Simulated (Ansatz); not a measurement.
S started in the widest void in rocksalt MgS, 65 atoms, charge 0

All numbers come from Ansatz (PAW, plane waves, no spin–orbit coupling) at the single k point (¼, ¼, ¼) without its symmetry partners. The atoms were relaxed with PBEsol in a fixed cell; other functionals are single points on those atoms unless said otherwise. The valence top and gap of the host come from its small cell on a dense mesh, with the band extrema sought between the mesh points, lined up by the mean potential, PBEsol gap 2.73 eV, HSE06 gap 3.83 eV.

Cell: a = 10.364 Å, b = 10.364 Å, c = 10.364 Å, α = 90.00°, β = 90.00°, γ = 90.00°.

Nearest atoms after relaxation, from the placed atom (for vacancies from the middle of the vacant sites): S at 2.00 Å, Mg at 2.36 Å, Mg at 2.37 Å, Mg at 2.38 Å, S at 3.03 Å, S at 3.04 Å, S at 3.07 Å, Mg at 3.46 Å.

Chemical potentials μ are those of reference phases of the elements at zero temperature by the same functional (the usual solids, diamond for C, grey Sn, and the molecules H2, N2, O2, F2, Cl2, Br2 and S8).

| functional | E(defect) − E(host) − Σ nμ + q·E_VBM (eV) | monopole (eV) | alignment (eV) | formation energy at E_F = VBM (eV) | moment (μB) | wall time, shared host |
| --- | --- | --- | --- | --- | --- | --- |
| PBEsol | 2.37 | 0.00 | 0.00 | 2.37 | 0 (no spin) | 12 min (relaxation) |
| HSE06 | 2.69 | 0.00 | 0.00 | 2.69 | 0 (no spin) | 10 min |

HSE06 one-electron levels near the gap (the ten most localised at most), from the host's valence top:

```csv
level (eV),spin,filling,atoms sharing it,element of the atom with most weight
-0.13,both,2.00,34.3,spread
-0.12,both,2.00,37.6,spread
0.04,both,2.00,11.5,S
0.21,both,2.00,8.2,S
```

All elements are taken at their own reference at once; growth conditions in equilibrium with the host shift these energies, by up to the host's formation enthalpy.

One k point and a cell of this size can leave errors of several tenths of an eV in such numbers.
